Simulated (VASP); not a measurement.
## From an Ansatz input to VASP: NaF (distorted CsCl)

Ansatz input

```yaml
crystal:
  lattice:
    - [2.881, -0.0442, 0.0071]
    - [-0.0442, 2.8483, -0.0053]
    - [0.0071, -0.0053, 2.7248]
  atoms:
    - { symbol: Na, position: [0.0101, 0.9967, 0.0377] }
    - { symbol: F, position: [0.5363, 0.508, 0.52] }
kpoints:
  mp_grid: { grid: [8, 8, 8] }
hamiltonian:
  xc: pbesol
scf:
  occupations: { method: fermi_dirac, width: 0.02 }
  n_extra_bands: 4
output:
  forces: true
  stress: true
  eigenvalues: true
```

Q: Write VASP inputs for this cell and level of theory.

A: 

INCAR

```
LELF = .TRUE.
NELM = 120
LWAVE = .FALSE.
PREC = Accurate
NBANDS = 14
NSW = 0
LCHARG = .TRUE.
LREAL = .FALSE.
LASPH = .TRUE.
ENCUT = 520
SIGMA = 0.02
EDIFF = 1E-7
ISIF = 2
ISMEAR = -1
GGA = PS
IBRION = -1
```

KPOINTS

```
KPOINTS created by Atomic Simulation Environment
0
Gamma
8 8 8
0 0 0
```

POSCAR

```
Na F
 1.0000000000000000
     2.8809999999999998   -0.0442000000000000    0.0071000000000000
    -0.0442000000000000    2.8483000000000001   -0.0053000000000000
     0.0071000000000000   -0.0053000000000000    2.7248000000000001
 Na  F
   1   1
Cartesian
 -0.0146883700000000  2.8382543800000004  0.0975141600000000
  1.5263187000000000  1.4204759400000000  1.4180113300000001
```

VASP ran with the recommended PBE PAW datasets (14 valence electrons in the cell). Other inputs would serve too.

```csv
,Ansatz,VASP
gap between bands v and c on the k mesh,5.64 eV,5.62 eV
least direct gap on the k mesh,5.91 eV,5.89 eV
pressure,0.3 GPa,0.3 GPa
largest force,0.12 eV/Å,0.13 eV/Å
```

Each program uses its own PAW datasets. VASP's cell holds 14 valence electrons and Ansatz's 16. Ansatz's stress includes a Pulay correction; VASP's doesn't.
